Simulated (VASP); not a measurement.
Set up this calculation in VASP 6.6.1, as an ASE script.

| Property | Result |
| --- | --- |
| Task | single point |
| Functional | r2SCAN |
| Potentials or basis | VASP PAW PBE potentials, release 64 (Pr_3), 4f in core |
| Cutoff | 520 eV |
| k mesh | 9 × 9 × 9 |
| Occupations | fermi-dirac, width 0.02 eV |
| Spin | collinear spin, random start |
| Starting moments | [0.65] μB |
| Hubbard terms | Pr f U = 6 eV, J = 0.5 eV |
| LDAUTYPE | 2 |
| Hund's J | 0.5 |
| Further INCAR settings | ALGO = Normal; EDIFF = 1.00e-07 |

The system is Pr.

```
Pr
1.0
    -2.00988    2.00988    2.00988
     2.00988   -2.00988    2.00988
     2.00988    2.00988   -2.00988
Pr
1
Direct
  0.00000 0.00000 0.00000
```

This isn't the form of Pr at room conditions, which is double hcp.

The cell isn't the ideal one: volume scaled by 0.88.

The input as run:

run.py

```python
from ase import Atoms
from ase.calculators.vasp import Vasp
from ase.dft.bandgap import bandgap

atoms = Atoms(
    ['Pr'],
    cell=[[-2.0098781176, 2.0098781176, 2.0098781176], [2.0098781176, -2.0098781176, 2.0098781176], [2.0098781176, 2.0098781176, -2.0098781176]],
    scaled_positions=[[0.0, 0.0, 0.0]],
    pbc=True,
)
atoms.set_initial_magnetic_moments([0.65])
calc = Vasp(
    directory='calc',
    xc='r2scan',
    pp='PBE',
    setups='recommended',
    prec='Accurate',
    encut=520,
    ediff=1e-07,
    ismear=-1,
    sigma=0.02,
    lreal=False,
    lasph=True,
    nelm=120,
    algo='Normal',
    isif=2,
    lwave=False,
    lcharg=True,
    ispin=2,
    lorbit=11,
    lmaxmix=6,
    ldautype=2,
    ldauprint=1,
    lmixtau=True,
    lelf=True,
    lvhar=True,
    ldau_luj={'Pr': {'L': 3, 'U': 6, 'J': 0.5}},
    kpts=[9, 9, 9],
    gamma=True,
)
atoms.calc = calc

print('energy (eV):', atoms.get_potential_energy())
print('free energy (eV):', atoms.get_potential_energy(force_consistent=True))
print('forces (eV/A):')
print(atoms.get_forces())
print('stress (eV/A^3, Voigt):', atoms.get_stress())
print('Fermi level (eV):', calc.get_fermi_level())
print('moment (muB):', atoms.get_magnetic_moment())
print('site moments (muB):', atoms.get_magnetic_moments())
gap, top, bottom = bandgap(calc)
print('band gap (eV):', gap, 'from (spin, k, band)', top, 'to', bottom)
```

Potentials or basis: VASP PAW PBE potentials, release 64 (Pr_3), 4f in core.

Run with:

```bash
$ python run.py
```

Results of the run:

```json
{
  "Pressure": "4.6 GPa",
  "Band gap on the k mesh": "none (metal or under the smearing width)",
  "Net moment": "0.46 μB per cell",
  "Site moments": "Pr +0.23 μB",
  "Valence electrons inside the program's atomic spheres": "Pr 8.88"
}
```

Caveat: the magnetic or orbital state may not be the lowest; U is put on an f shell that these potentials keep in the core, so it has next to no effect; the PAW data sets were made with another functional, which shifts forces and pressure a little; spin-orbit coupling is left out, which moves the levels of the heavy elements; the 4f electrons are frozen in the core as for a trivalent ion, so they carry no moment and show no levels.

It took 88 s on 1 thread of Intel(R) Xeon(R) Platinum 8488C (Sapphire Rapids), with other jobs on the host, peak memory 0.19 GiB.
